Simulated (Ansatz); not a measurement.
# Pb: the cost of one run

Computed with Ansatz 0.2.0 (DFT r2SCAN, scalar-relativistic, plane waves, PAW, unless a step's input says otherwise).

1 further run of the same task is left out (set aside as unsound or not needed).

## Step 1: The system as given

It takes space group I4/mmm (No. 139, tetragonal). The conventional cell has a = 2.895 Å, b = 2.895 Å, c = 2.739 Å, α = 90.00°, β = 90.00°, γ = 90.00°. Cu (site symmetry 4/mmm) is surrounded by 10 Cu at 2.46 to 2.74 Å.

Structure file:

```cif
data_structure
_symmetry_space_group_name_H-M 'P 1'
_symmetry_Int_Tables_number 1
_cell_length_a 2.4631
_cell_length_b 2.4631
_cell_length_c 2.4631
_cell_angle_alpha 108.003
_cell_angle_beta 108.003
_cell_angle_gamma 112.449
_cell_volume 11.48
loop_
_atom_site_label
_atom_site_type_symbol
_atom_site_fract_x
_atom_site_fract_y
_atom_site_fract_z
_atom_site_occupancy
Cu1 Cu 0.00000 0.00000 0.00000 1
```

It goes back to an entry of the Materials Project, which need not be the stable form.

It is the result of an earlier relaxation at this level (volume 11.48 Å³/atom; gap on the mesh: none (metal)).

## Step 2: Swap Cu → Pb

The start of Pb: fractional positions of relaxed Cu, cell scaled by 1.071, a guess from tabulated radii.

## Step 3: Probe: one point at the start (Pb)

input.yaml reads:

```yaml
crystal:
  lattice:
    - [-1.5500762875, 1.5500762875, 1.4661561392]
    - [1.5500762875, -1.5500762875, 1.4661561392]
    - [1.5500762875, 1.5500762875, -1.4661561392]
  atoms:
    - { symbol: Pb, position: [0.0, 0.0, 0.0] }
basis:
  ecutwfc: 500
kpoints:
  mp_grid: { grid: [8, 8, 8] }
hamiltonian:
  xc: r2scan
scf:
  occupations: { method: gaussian, width: 0.1 }
output:
  forces: true
  stress: true
  eigenvalues: true
```

Launch:

```
$ ansatz run input.yaml --threads 1 --pin off --max-ram 2560MiB --backend cpu --events-out ev --progress --plain --runs-dir out
```

Q: Estimate wall time and peak memory on 1 thread of Arm Neoverse V2, shared host.

About 1.6 s, with a peak of 0.29 GiB.
